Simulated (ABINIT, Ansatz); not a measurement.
# SiC (Moissanite 3C): third-order response

Wanted: vibrational spectra of SiC (Moissanite 3C) from linear and non-linear response.

Program: ABINIT 10.8.3. Level of theory: DFT LDA, scalar-relativistic, plane waves, PseudoDojo norm-conserving pseudopotentials. Results are calculated unless marked as measured.

**Measured values to reproduce.**

For SiC, 3C polytype (zincblende) (single crystals from silicon oxide and carbon black reaction at 2800 K, annealed in air), “On melting of silicon carbide under pressure” (2012, arxiv:1210.3244) quotes earlier work: lattice constant a (a of cubic 3C-SiC starting crystals) 4.357 Å [Starting-material characterisation; no method, uncertainty or temperature given].

“Infrared properties of SiC particles” (1999, arxiv:astro-ph/9903031) quotes from earlier work for SiC, 3C (beta, cubic zinc blende) (literature average; scatter up to 0.2): ε∞ (high-frequency dielectric constant) 6.49 [average of published experimental values; polytype label garbled in the row, 3C inferred …].

For SiC, 3C zinc blende (undoped polycrystalline, with stacking faults), “Role of Spin, Phonon and Plasmon Dynamics on Ferromagnetism in Cr doped 3C-SiC” (2018, arxiv:1810.03146) gives, by Raman scattering, 488 nm: Raman mode (TO at Gamma) 796 cm⁻¹ [overlaps with a disorder-induced band at 789 cm-1; sample has stacking faults …].

“Optical properties of silicon carbide for astrophysical applications I. New laboratory infrared reflectance spectra and optical constants” (2008, arxiv:0803.1210) reports for SiC, 3C (zinc blende), by FTIR reflectance, classical dispersion analysis (high-purity CVD 3C-SiC wafer, 292 K): infrared mode (TO at Gamma) about 797.5 cm⁻¹ [TO position from reflectance band and dispersion fit; imperfect surface polish].

### Step 1. Set-up

The structure is cubic, space group F-43m (No. 216). The conventional cell has a = 4.326 Å, b = 4.326 Å, c = 4.326 Å, α = 90.00°, β = 90.00°, γ = 90.00°. Nearest to Si lie 4 C at 1.87 Å. Nearest to C lie 4 Si at 1.87 Å. Farther neighbours are not listed.

Structure file:

```cif
data_structure
_symmetry_space_group_name_H-M 'F-43m'
_symmetry_Int_Tables_number 216
_cell_length_a 4.3257
_cell_length_b 4.3257
_cell_length_c 4.3257
_cell_angle_alpha 90.000
_cell_angle_beta 90.000
_cell_angle_gamma 90.000
_cell_volume 80.94
loop_
_atom_site_label
_atom_site_type_symbol
_atom_site_symmetry_multiplicity
_atom_site_Wyckoff_symbol
_atom_site_fract_x
_atom_site_fract_y
_atom_site_fract_z
_atom_site_occupancy
Si1 Si 4 a 0.00000 0.00000 0.00000 1
C1 C 4 d 0.25000 0.25000 0.75000 1
```

### Step 2. Relaxation

Frequencies change by per cents with a per cent of volume, so the structure is first brought to rest at this level of theory.

The starting cell comes from a relaxation made beforehand in Ansatz (LDA, PseudoDojo NC).

Contents of relax.abi:

```
# relaxation
ionmov 2
optcell 2
ecutsm 0.5
dilatmx 1.08
ntime 40
tolmxf 1.0d-05
tolvrs 1.0d-14
prtwf 0
prtden 0
chksymtnons 0

# basis, mesh and filling
ecut 37.0
ngkpt 10 10 10
nshiftk 1
shiftk 0.0 0.0 0.0
istwfk *1
occopt 1
nband 4
nstep 100
diemac 9.0
prtebands 0
prtgsr 0

# cell and atoms
acell 5.780184089 5.780184089 5.780184089
rprim 
    0.0 0.7071067812 0.7071067812
    0.7071067812 0.0 0.7071067812
    0.7071067812 0.7071067812 0.0
ntypat 2
znucl 14 6
natom 2
typat 1 2
xred 
    0.0 0.0 0.0
    0.25 0.25 0.25
pp_dirpath "./pseudo"
pseudos "Si.upf, C.upf"
```

Command:

```console
$ OMP_NUM_THREADS=1 mpirun -n 8 abinit relax.abi > relax.log
```

Numbers of over 12 decimals in the logs are rounded to 6 here.

relax.abo, the main output file:

```text
[banners, grids, parts of the stress and lines that vanish by symmetry left out]
- input  file    -> relax.abi
- output file    -> relax.abo
- root for input  files -> relaxi
[...]
Symmetries : space group F-4 3 m (#216); Bravais cF (face-center cubic)
[...]
mpw =        1868          nfft =       46656          nkpt =          47
[...]
== DATASET  1 ==================================================================
[...]
cutoff_energies: {ecut:  37.0, pawecutdg:  -1.0, }
[...]
ETOT  1  -10.222166603670    -1.022E+01 1.450E-01 5.287E+02
 ETOT  2  -10.274128579379    -5.196E-02 1.663E-05 2.401E+02
 ETOT  3  -10.316561039878    -4.243E-02 6.685E-04 6.147E-01
 ETOT  4  -10.316659320799    -9.828E-05 1.367E-06 9.660E-03
 ETOT  5  -10.316660435943    -1.115E-06 2.030E-08 1.161E-04
[...]
At SCF step   11       vres2   =  6.20E-16 < tolvrs=  1.00E-14 =>converged.
[...]
sigma(1 1)=  3.03875993E-07  sigma(3 2)=  0.00000000E+00
  sigma(2 2)=  3.03875993E-07  sigma(3 1)=  0.00000000E+00
  sigma(3 3)=  3.03875993E-07  sigma(2 1)=  0.00000000E+00
[...]
convergence: {deltae:  3.251E-13, res2:  6.205E-16, residm:  1.168E-19, diffor: null, }
etotal    :  -1.03166605E+01
[...]
ETOT  1  -10.316660451111    -1.032E+01 1.808E-11 8.868E-06
[...]
ETOT  5  -10.316660452531     1.688E-13 1.668E-16 4.851E-13
 ETOT  6  -10.316660452531    -4.441E-14 1.315E-18 2.715E-15
 At SCF step    6       vres2   =  2.71E-15 < tolvrs=  1.00E-14 =>converged.
[...]
sigma(1 1)=  9.29011599E-08  sigma(3 2)=  0.00000000E+00
  sigma(2 2)=  9.29011599E-08  sigma(3 1)=  0.00000000E+00
  sigma(3 3)=  9.29011599E-08  sigma(2 1)=  0.00000000E+00
[...]
convergence: {deltae: -4.441E-14, res2:  2.715E-15, residm:  1.315E-18, diffor: null, }
etotal    :  -1.03166605E+01
[...]
At Broyd/MD step   2, gradients are converged :
[...]
sigma(1 1)=  9.29011599E-08  sigma(3 2)=  0.00000000E+00
  sigma(2 2)=  9.29011599E-08  sigma(3 1)=  0.00000000E+00
  sigma(3 3)=  9.29011599E-08  sigma(2 1)=  0.00000000E+00
[...]
- sigma(1 1)=  2.73324649E-03  sigma(3 2)=  0.00000000E+00
- sigma(2 2)=  2.73324649E-03  sigma(3 1)=  0.00000000E+00
- sigma(3 3)=  2.73324649E-03  sigma(2 1)=  0.00000000E+00
[...]
fcart     -0.0000000000E+00 -0.0000000000E+00 -0.0000000000E+00
           strten      9.2901159860E-08  9.2901159861E-08  9.2901159860E-08
================================================================================

[key lines of the parts left out:]
pressure_GPa:  -2.7332E-03
Total energy (etotal) [Ha]= -1.03166604525307E+01
```

The job ended after 7.4 s (8 MPI ranks of Arm Neoverse N1, shared host; 58 s of CPU time).

Little changed from the start: no atom moved by 0.005 Å and no cell edge by 0.1 %.

Read from the output:

| Property | Result |
| --- | --- |
| volume per atom | 10.12 Å³ |
| pressure | -0.002733 GPa |

### Step 3. Ground state

First-order wavefunctions inherit every error of the ground state, hence the very tight tolvrs.

Contents of gs.abi:

```
# ground state
tolvrs 1.0d-16
prtden 1
prtwf 1

# basis, mesh and filling
ecut 37.0
ngkpt 12 12 12
nshiftk 1
shiftk 0.0 0.0 0.0
istwfk *1
occopt 1
nband 4
nstep 100
diemac 9.0
prtebands 0
prtgsr 0

# cell and atoms
acell 5.780131395 5.780131395 5.780131395
rprim 
    0.0 0.7071067812 0.7071067812
    0.7071067812 0.0 0.7071067812
    0.7071067812 0.7071067812 0.0
ntypat 2
znucl 14 6
natom 2
typat 1 2
xred 
    0.0 0.0 0.0
    0.25 0.25 0.25
pp_dirpath "./pseudo"
pseudos "Si.upf, C.upf"
```

Command:

```console
$ OMP_NUM_THREADS=1 mpirun -n 8 abinit gs.abi > gs.log
```

gs.abo, the main output file:

```text
[banners, grids, parts of the stress and lines that vanish by symmetry left out]
- input  file    -> gs.abi
- output file    -> gs.abo
- root for input  files -> gsi
[...]
Symmetries : space group F-4 3 m (#216); Bravais cF (face-center cubic)
[...]
mpw =        1484          nfft =       32768          nkpt =          72
[...]
== DATASET  1 ==================================================================
[...]
cutoff_energies: {ecut:  37.0, pawecutdg:  -1.0, }
[...]
ETOT  1  -10.220760250477    -1.022E+01 2.228E-01 3.636E+02
 ETOT  2  -10.276539213452    -5.578E-02 3.927E-05 1.590E+02
 ETOT  3  -10.316554950870    -4.002E-02 6.470E-04 5.477E-01
 ETOT  4  -10.316680128486    -1.252E-04 1.430E-06 6.278E-03
 ETOT  5  -10.316681131085    -1.003E-06 1.694E-08 1.446E-04
[...]
ETOT 11  -10.316681161327     6.928E-14 6.829E-20 3.309E-16
 ETOT 12  -10.316681161327    -3.730E-14 1.463E-21 5.582E-18
 At SCF step   12       vres2   =  5.58E-18 < tolvrs=  1.00E-16 =>converged.
[...]
sigma(1 1)=  1.14627817E-05  sigma(3 2)=  0.00000000E+00
  sigma(2 2)=  1.14627817E-05  sigma(3 1)=  0.00000000E+00
  sigma(3 3)=  1.14627817E-05  sigma(2 1)=  0.00000000E+00
[...]
convergence: {deltae: -3.730E-14, res2:  5.582E-18, residm:  1.463E-21, diffor: null, }
etotal    :  -1.03166812E+01
[...]
sigma(1 1)=  1.14627817E-05  sigma(3 2)=  0.00000000E+00
  sigma(2 2)=  1.14627817E-05  sigma(3 1)=  0.00000000E+00
  sigma(3 3)=  1.14627817E-05  sigma(2 1)=  0.00000000E+00
[...]
- sigma(1 1)=  3.37246682E-01  sigma(3 2)=  0.00000000E+00
- sigma(2 2)=  3.37246682E-01  sigma(3 1)=  0.00000000E+00
- sigma(3 3)=  3.37246682E-01  sigma(2 1)=  0.00000000E+00
[...]
fcart     -0.0000000000E+00 -0.0000000000E+00 -0.0000000000E+00
           strten      1.1462781718E-05  1.1462781718E-05  1.1462781718E-05
================================================================================

[key lines of the parts left out:]
pressure_GPa:  -3.3725E-01
```

Run time: 5 s. Hardware: 8 MPI ranks.

Read from the output:

* pressure: -0.3372 GPa

The cell stands at -0.34 GPa: the relaxation ran with a smoothed cutoff and on another k mesh.

### Step 4. Empty bands

Empty bands on the ground state's density check that the gap assumed so far is there in this cell.

Contents of gap.abi:

```
# empty bands on the ground state's density
iscf -2
getden_filepath "gso_DEN"
tolwfr 1.0d-12
nbdbuf 2
prtwf 0

# basis, mesh and filling
ecut 37.0
ngkpt 12 12 12
nshiftk 1
shiftk 0.0 0.0 0.0
istwfk *1
occopt 1
nband 8
nstep 100
diemac 9.0
prtebands 0
prtgsr 0

# cell and atoms
acell 5.780131395 5.780131395 5.780131395
rprim 
    0.0 0.7071067812 0.7071067812
    0.7071067812 0.0 0.7071067812
    0.7071067812 0.7071067812 0.0
ntypat 2
znucl 14 6
natom 2
typat 1 2
xred 
    0.0 0.0 0.0
    0.25 0.25 0.25
pp_dirpath "./pseudo"
pseudos "Si.upf, C.upf"
```

Command:

```console
$ OMP_NUM_THREADS=1 mpirun -n 8 abinit gap.abi > gap.log
```

gap.abo, the main output file:

```text
[banners, grids, parts of the stress and lines that vanish by symmetry left out]
- input  file    -> gap.abi
- output file    -> gap.abo
- root for input  files -> gapi
[...]
Symmetries : space group F-4 3 m (#216); Bravais cF (face-center cubic)
[...]
mpw =        1484          nfft =       32768          nkpt =          72
[...]
== DATASET  1 ==================================================================
[...]
cutoff_energies: {ecut:  37.0, pawecutdg:  -1.0, }
[...]
-outvars: echo values of variables after computation
            acell      5.7801313950E+00  5.7801313950E+00  5.7801313950E+00 Bohr
================================================================================
```

It took 4.6 s on 8 MPI ranks.

Numbers from this step:

```
gap on the k-mesh : 1.311 eV
```

In this cell the gap on the mesh is 1.3 eV, indirect (smallest direct 4.6 eV), so fixed occupations hold.

### Step 5. Zone-centre response

The derivative of the wavefunctions by k comes first, since the response to a field is built on it; then the field and the displacements that symmetry doesn't supply are solved at q = 0. By the 2n+1 theorem the first-order wavefunctions also give third derivatives: Raman tensors and the non-linear susceptibility.

It reads the wavefunctions written in step 3.

Contents of dfpt_gamma.abi:

```
ndtset 3

# common to the responses
getwfk_filepath "gso_WFK"
kptopt 2
nqpt 1
qpt 0.0 0.0 0.0
asr 0
chneut 0

# d/dk
rfelfd1 2
rfdir1 1 1 1
iscf1 -3
tolwfr1 1.0d-20

# displacements, field
rfphon2 1
rfatpol2 1 2
rfdir2 1 1 1
rfelfd2 3
getddk2 1
tolvrs2 1.0d-10
prepanl2 1
prtden2 1

# third order
optdriver3 5
getden_filepath3 "gso_DEN"
get1den3 2
get1wf3 2
getddk3 1
d3e_pert1_elfd3 1
d3e_pert1_phon3 1
d3e_pert1_atpol3 1 2
d3e_pert1_dir3 1 1 1
d3e_pert2_elfd3 1
d3e_pert2_dir3 1 1 1
d3e_pert3_elfd3 1
d3e_pert3_dir3 1 1 1
usepead3 1
tolvrs3 1.0d-10

# basis, mesh and filling
ecut 37.0
ngkpt 12 12 12
nshiftk 1
shiftk 0.0 0.0 0.0
istwfk *1
occopt 1
nband 4
nstep 100
diemac 9.0
prtebands 0
prtgsr 0

# cell and atoms
acell 5.780131395 5.780131395 5.780131395
rprim 
    0.0 0.7071067812 0.7071067812
    0.7071067812 0.0 0.7071067812
    0.7071067812 0.7071067812 0.0
ntypat 2
znucl 14 6
natom 2
typat 1 2
xred 
    0.0 0.0 0.0
    0.25 0.25 0.25
pp_dirpath "./pseudo"
pseudos "Si.upf, C.upf"
```

Command:

```console
$ OMP_NUM_THREADS=1 mpirun -n 8 abinit dfpt_gamma.abi > dfpt_gamma.log
```

dfpt_gamma.abo, the main output file:

```text
[banners, grids, parts of the stress and lines that vanish by symmetry left out]
- input  file    -> dfpt_gamma.abi
- output file    -> dfpt_gamma.abo
- root for input  files -> dfpt_gammai
[...]
DATASET    1 : space group F-4 3 m (#216); Bravais cF (face-center cubic)
[...]
nfft =       32768          nkpt =         868
[...]
DATASET    2 : space group F-4 3 m (#216); Bravais cF (face-center cubic)
[...]
nfft =       32768          nkpt =         868
[...]
DATASET    3 : space group F-4 3 m (#216); Bravais cF (face-center cubic)
[...]
mpw =        1484          nfft =       32768          nkpt =         868
[...]
== DATASET  1 ==================================================================
[...]
cutoff_energies: {ecut:  37.0, pawecutdg:  -1.0, }
[...]
-  6.00000   4.00000  180309                  znucl, zion, pspdat
[...]
Perturbation : derivative vs k along direction   1
[...]
-ETOT  1  -13.936983696453     -1.394E+01 3.328E-01 0.000E+00
 ETOT  2  -13.981554590524     -4.457E-02 2.950E-03 0.000E+00
 ETOT  3  -13.981860453570     -3.059E-04 3.121E-05 0.000E+00
 ETOT  4  -13.981863220959     -2.767E-06 3.525E-07 0.000E+00
 ETOT  5  -13.981863249449     -2.849E-08 4.296E-09 0.000E+00
[...]
At SCF step   12   max residual=  9.95E-21 < tolwfr=  1.00E-20 =>converged.
[...]
Perturbation : derivative vs k along direction   2
[...]
-ETOT  1  -13.936993687131     -1.394E+01 3.328E-01 0.000E+00
[...]
At SCF step   12   max residual=  9.95E-21 < tolwfr=  1.00E-20 =>converged.
[...]
Perturbation : derivative vs k along direction   3
[...]
-ETOT  1  -13.936983696810     -1.394E+01 3.328E-01 0.000E+00
[...]
At SCF step   12   max residual=  9.95E-21 < tolwfr=  1.00E-20 =>converged.
[...]
1        1       1.9233170609    0.0000000000
     1        2       0.9616585305    0.0000000000
     1        3       0.9616585305   -0.0000000000
     2        1       0.9616585305    0.0000000000
     2        2       1.9233170609    0.0000000000
     2        3       0.9616585305   -0.0000000000
     3        1       0.9616585305   -0.0000000000
     3        2       0.9616585305   -0.0000000000
     3        3       1.9233170609   -0.0000000000
[...]
== DATASET  2 ==================================================================
[...]
cutoff_energies: {ecut:  37.0, pawecutdg:  -1.0, }
[...]
Perturbation : displacement of atom   1   along direction   1
[...]
-ETOT  1   6.888256     -4.532E+01 4.270E-01 2.755E+02
[...]
At SCF step    8       vres2   =  6.34E-11 < tolvrs=  1.00E-10 =>converged.
[...]
Perturbation : displacement of atom   2   along direction   1
[...]
-ETOT  1   8.842085     -5.686E+02 1.619E+00 4.749E+03
[...]
At SCF step    9       vres2   =  3.57E-11 < tolvrs=  1.00E-10 =>converged.
[...]
Perturbation : homogeneous electric field along direction   1
[...]
-ETOT  1  -110.64549451289     -1.106E+02 5.204E+00 7.573E+03
[...]
At SCF step    9       vres2   =  3.88E-11 < tolvrs=  1.00E-10 =>converged.
[...]
Perturbation : homogeneous electric field along direction   2
[...]
-ETOT  1  -110.64565056222     -1.106E+02 5.204E+00 7.573E+03
[...]
At SCF step    9       vres2   =  3.89E-11 < tolvrs=  1.00E-10 =>converged.
[...]
Perturbation : homogeneous electric field along direction   3
[...]
-ETOT  1  -110.64549448705     -1.106E+02 5.204E+00 7.573E+03
[...]
ETOT  8  -113.24575095536     -4.576E-11 1.153E-12 2.449E-09
 ETOT  9  -113.24575095536     -9.663E-13 1.481E-14 3.925E-11
 At SCF step    9       vres2   =  3.93E-11 < tolvrs=  1.00E-10 =>converged.
[...]
Dielectric tensor, in cartesian coordinates,
[...]
1    4   1    4         6.8797393107        -0.0000000000
   1    4   2    4        -0.0000000000        -0.0000000000
   1    4   3    4        -0.0000000000        -0.0000000000
   2    4   1    4        -0.0000000000        -0.0000000000
   2    4   2    4         6.8797393107        -0.0000000000
   2    4   3    4        -0.0000000000        -0.0000000000
   3    4   1    4        -0.0000000000        -0.0000000000
   3    4   2    4        -0.0000000000        -0.0000000000
   3    4   3    4         6.8797393107        -0.0000000000
  Effective charges, in cartesian coordinates,
[...]
1    1   1    4         2.7218153825         0.0000000000
   2    1   1    4        -0.0000000000         0.0000000000
   3    1   1    4         0.0000000000         0.0000000000
   1    2   1    4        -2.7232445761         0.0000000000
   2    2   1    4        -0.0000000000         0.0000000000
[...]
Effective charges, in cartesian coordinates,
[...]
2    4   1    2         0.0000000000         0.0000000000
   3    4   1    2         0.0000000000         0.0000000000
   1    4   2    2        -0.0000000000         0.0000000000
   2    4   2    2        -2.7232445922         0.0000000000
   3    4   2    2        -0.0000000000         0.0000000000
   1    4   3    2         0.0000000000         0.0000000000
   2    4   3    2         0.0000000000         0.0000000000
   3    4   3    2        -2.7232445922         0.0000000000
  Phonon wavevector (reduced coordinates) :  0.00000  0.00000  0.00000
 Phonon energies in Hartree :
[...]
Phonon frequencies in cm-1    :
-  4.356984E-01  4.356985E-01  4.356988E-01  7.980093E+02  7.980093E+02
-  7.980093E+02
  Phonon at Gamma, with non-analyticity in the
[...]
Phonon energies in Hartree :
[...]
Phonon frequencies in cm-1    :
-  4.356984E-01  4.356985E-01  4.493149E-01  7.980093E+02  7.980093E+02
-  9.738064E+02
  Phonon at Gamma, with non-analyticity in the
[...]
Phonon energies in Hartree :
[...]
Phonon frequencies in cm-1    :
-  4.356984E-01  4.356988E-01  4.493146E-01  7.980093E+02  7.980093E+02
-  9.738064E+02
  Phonon at Gamma, with non-analyticity in the
[...]
Phonon energies in Hartree :
[...]
Phonon frequencies in cm-1    :
-  4.356985E-01  4.356988E-01  4.493145E-01  7.980093E+02  7.980093E+02
-  9.738064E+02
[...]
== DATASET  3 ==================================================================
[...]
cutoff_energies: {ecut:  37.0, pawecutdg:  -1.0, }
[...]
j1 : displacement of atom   1 along direction   1
[...]
j1 : displacement of atom   2 along direction   1
[...]
j2 : displacement of atom   1 along direction   1
[...]
j2 : displacement of atom   2 along direction   1
[...]
j2 : displacement of atom   1 along direction   1
[...]
j2 : displacement of atom   2 along direction   1
[...]
1          1        0.000000001       -0.000000000       -0.000000000
[...]
1          2       -0.000000001        0.000000001       -0.051764282
[...]
1          3        0.000000001       -0.051764282        0.000000001
[...]
2          1       -0.000000003        0.000000000        0.000000000
[...]
2          2        0.000000003       -0.000000003        0.050586237
[...]
2          3       -0.000000003        0.050586237       -0.000000003
[...]
strten2     0.0000000000E+00  0.0000000000E+00  0.0000000000E+00
           strten3     0.0000000000E+00  0.0000000000E+00  0.0000000000E+00
================================================================================
```

The job ended after 3.4 min (8 MPI ranks; 27 min of CPU time).

This step gave:

| Property | Result |
| --- | --- |
| miss of the charge sum rule | 0.001429 e |
| largest acoustic frequency at the zone centre before the sum rule | 0.44 cm⁻¹ |
| highest optical zone-centre mode (no LO-TO term) | 798.0 cm⁻¹ |
| lowest optical zone-centre mode | 798.0 cm⁻¹ |
| mean high-frequency dielectric constant | 6.880 |
| largest Born charge in size (third of the trace) | 2.723 e |

Born charge (rows field, columns displacement), before the sum rule (e), principal values of the symmetric part by kind of site:

```tsv
atom	atoms with these values	low	middle	high	mean
Si1	1	2.72	2.72	2.72	2.72
C2	1	-2.72	-2.72	-2.72	-2.72
```

In full for C2:

```
-2.72  0.00  0.00
 0.00 -2.72  0.00
 0.00  0.00 -2.72
```

High-frequency dielectric tensor:

```
6.88 0.00 0.00
0.00 6.88 0.00
0.00 0.00 6.88
```

The acoustic modes at Γ come out as far as 0.4 cm⁻¹ from zero, where they should vanish, a small numerical error; the Born charges miss their sum rule by 0.0014 e, which is good.

[end of part 1 of 3]

[Host names and launcher messages were left out of these logs when they were recorded.]

[Logs are printed without paths, hosts, clocks, repeated set-up lines and the standing remarks that a program may print on its own settings, such as how far it seeks lower states.]

[Hosts, paths, dates, database ids (printed as entryN), source tags and the programs' standing remarks are cut or masked in the printed files.]
